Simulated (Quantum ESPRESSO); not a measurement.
GaP under changes of volume

One of the cells (20.240 Å³/atom); the others are scaled copies at fixed shape and fractional positions:

```xyz
2
Lattice="0.0000 2.7252 2.7252 2.7252 0.0000 2.7252 2.7252 2.7252 0.0000" Properties=species:S:1:pos:R:3 pbc="T T T"
Ga    0.0000    0.0000    0.0000
P     4.0879    4.0879    4.0879
```

* Program: Quantum ESPRESSO 7.5
* Functional: LDA
* Potentials or basis: JTH 2.0 LDA
* Cutoff: 490 eV
* Density cutoff: 2939 eV
* k mesh: 8 × 8 × 8
* Occupations: fermi-dirac, width 0.05 eV
* Spin: no spin polarisation

```csv
volume (Å³/atom),energy over the lowest point (meV/atom),pressure (GPa),gap on the mesh (eV)
19.026,4.47,2.7,1.37
19.431,0.00,0.6,1.42
19.836,0.40,-1.2,1.46
20.240,5.21,-2.8,1.49
20.645,13.99,-4.3,1.44
21.050,?,?,?
21.455,41.55,-6.8,1.13
```

Question: What does the run at 21.050 Å³/atom give?

Answer: Energy over the lowest point 26.20 meV/atom; pressure -5.6 GPa; gap on the mesh 1.28 eV.

Worked out: A Birch-Murnaghan fit of order 3 (a polynomial in V^(-2/3)) to the other rows has its minimum at 19.59 Å³/atom with B0 = V·E''(V) = 90 GPa and B' = 4.6. It gives 26.21 meV/atom at 21.050 Å³/atom, against the run's 26.20, and -dE/dV = -5.5 GPa, against -5.6. A parabola through the other rows of the gap, of slope -6.99 eV per unit of ln V there, gives 1.30 eV, against the run's 1.28.

Energies are extrapolated to zero smearing.

Caveats: the cutoff is low for these files, which shifts pressure and relaxed volume.

A mesh can miss the band edges. Spin-orbit coupling on Ga is left out.
